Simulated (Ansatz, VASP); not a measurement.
Ag: VASP beside Ansatz

```
Ag
1.0
     2.62907    0.00000    0.00000
     0.00000    2.62907    0.00000
     0.00000    0.00000    2.62907
Ag
1
Direct
  0.00000 0.00000 0.00000
```

Alike in both runs: functional LDA; k mesh 15 × 15 × 15; occupations fermi-dirac, width 0.1 eV; no spin polarisation.

Ansatz relaxed the structure, and its values are those at the end. VASP's run is a single point on that final structure, the one shown.

|  | VASP | Ansatz |
| --- | --- | --- |
| version | VASP 6.6.1 | Ansatz 0.2.0 |
| potentials or method | VASP PAW LDA potentials, release 64 (Ag), cutoff 520 eV | all-electron LAPW, scalar-relativistic |

|  | VASP | Ansatz | Ansatz less VASP |
| --- | --- | --- | --- |
| pressure (GPa) | 2.3 | 2.2 | -0.05 |

Ansatz ran all-electron here, so the differences hold the error of VASP's frozen core and of both bases.
